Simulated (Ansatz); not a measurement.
System: Re (fcc type), 1 atom in the cell.

```yaml
crystal:
  lattice:
    - [0.00000, 1.95740, 1.95740]
    - [1.95740, 0.00000, 1.95740]
    - [1.95740, 1.95740, 0.00000]
  atoms:
    - { symbol: Re, position: [0.00000, 0.00000, 0.00000] }
```
Lattice in Å, positions in fractions of it.

Code and potentials: Ansatz PAW hard set, 700 eV. Settings of the plain PBE run: k-mesh 4×4×4 Γ-centred; Fermi–Dirac smearing of 0.15 eV; no spin polarisation; no spin–orbit coupling.

Plain PBE gives:

* Pressure: 3.16 GPa

What changes under PBE with spin–orbit coupling?

The pressure rises by 0.824 GPa to 3.985 GPa.

The stress includes the program's correction for the finite plane-wave basis.

The k-mesh is coarse, so these values belong to this mesh and can lie far from the converged ones. This cubic structure is a model: it isn't the usual form of the substance at ambient conditions, and such phases are metastable or hypothetical.
